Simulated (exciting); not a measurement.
## Rh: single point with PBE

The system is Rh.

```
CELL_PARAMETERS angstrom
0.00000 1.89785 1.89785
1.89785 0.00000 1.89785
1.89785 1.89785 0.00000
ATOMIC_POSITIONS crystal
Rh 0.00000 0.00000 0.00000
```

```yaml
Program: exciting (release sodium)
Task: single point
Functional: PBE
Potentials_or_basis: all-electron LAPW+lo, shipped species files, valence relativity iora*
rgkmax: 9
k_mesh: 12 × 12 × 12
Occupations: gaussian, width 0.026 eV
Spin: no spin polarisation
```

```
Band gap on the k mesh : none (metal or under the smearing width)
```

Levels at points of the mesh, in eV from the Fermi level:
```
           k point  band 5  band 6  band 7  band 8  band 9  band 10  band 11  band 12
(0.00, 0.00, 0.00)   -8.04   -3.17   -3.17   -3.17   -1.07    -1.07    15.80    21.23
(0.50, 0.00, 0.00)   -6.22   -3.25   -3.25    0.51    0.51     0.68     8.73    15.34
(0.50, 0.50, 0.00)   -6.43   -6.06    0.48    0.94    0.94     3.22    12.48    13.26
```

Wall time 26 s on 1 thread of Intel(R) Xeon(R) Platinum 8488C (Sapphire Rapids), on a shared host, peak memory 0.1 GiB.

Caveat: the log's total energy holds no entropy term; the free energy is that total less TS from the occupations.
